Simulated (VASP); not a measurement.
# Zn: single point with PBEsol

The system is Zn.

```
CELL_PARAMETERS angstrom
0.03438 1.96478 1.96478
1.99916 0.00000 1.99916
1.96478 1.96478 0.03438
ATOMIC_POSITIONS crystal
Zn 0.00000 0.00000 0.00000
```

The cell isn't the ideal one: strain +0.0350 x Voigt [0, 0, 0, 0, 1, 0], atoms carried along.

| Property | Result |
| --- | --- |
| Program | VASP 6.6.1 |
| Task | single point |
| Functional | PBEsol |
| Potentials or basis | VASP PAW PBE potentials, release 64 (Zn) |
| Cutoff | 520 eV |
| k mesh | 20 × 20 × 20 |
| Occupations | gaussian, width 0.15 eV |
| Spin | no spin polarisation |
| Dipole correction | no |
| Further INCAR settings | ALGO = Fast; EDIFF = 1e-06; NBANDS = 12 |

The pressure is -4.6 GPa. The band gap on the k mesh is none (metal or under the smearing width).

Stress tensor (GPa, compression positive):
```
-4.50  0.00 -0.07
 0.00 -4.93  0.00
-0.07  0.00 -4.50
```

Levels at points of the mesh, in eV from the Fermi level:
| k point | band 4 | band 5 | band 6 | band 7 | band 8 | band 9 |
| --- | --- | --- | --- | --- | --- | --- |
| (0.00, 0.00, 0.00) | -7.53 | -7.19 | -7.19 | 17.55 | 17.85 | 18.99 |
| (0.50, 0.00, 0.00) | -6.92 | -6.88 | -2.79 | -1.13 | 14.75 | 15.04 |
| (0.00, 0.50, 0.00) | -6.94 | -6.90 | -3.02 | -1.60 | 15.32 | 15.76 |
| (0.50, 0.50, 0.00) | -6.84 | -6.83 | -1.00 | 1.74 | 8.42 | 8.42 |
| (0.50, 0.00, 0.50) | -6.84 | -6.84 | -1.00 | 1.73 | 7.74 | 9.13 |

Wall time 62 s on 1 thread of Intel(R) Xeon(R) 6975P-C (Granite Rapids), with other jobs on the host, peak memory 0.31 GiB.

Caveat: the PAW data sets were made with another functional, which shifts forces and pressure a little.
